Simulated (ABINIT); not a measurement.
The system is Al2O3.

```
Al O
1.0
     3.01748    0.00000    0.00000
    -1.50874    2.61322    0.00000
     0.00000    0.00000    7.57464
Al O
2 3
Direct
  0.00000 0.00000 0.72205
  0.00000 0.00000 0.27795
  0.00000 0.00000 0.50000
  0.66667 0.33333 0.80055
  0.33333 0.66667 0.19945
```

Measurements of this composition are mostly on another form, of space group No. 167.

Program: ABINIT 10.8.3 (patched build). Alike in all runs: no spin polarisation; cell as given; k mesh 10 × 10 × 4; cutoff (eV) 626; smearing fermi-dirac 0.05 eV.

Order these runs on this cell by their pressure, lowest first.
A. level PBEsol; potentials or basis JTH PAW PBE v2.0
B. level PBE; potentials or basis JTH PAW PBE v2.0
C. level LDA; potentials or basis JTH PAW LDA v2.0

C (-8.6 GPa), A (-2.6 GPa), B (0.0 GPa).

Caveats: the atomic spheres overlap; the PAW data sets were made with another functional, which shifts forces and pressure a little (some runs).
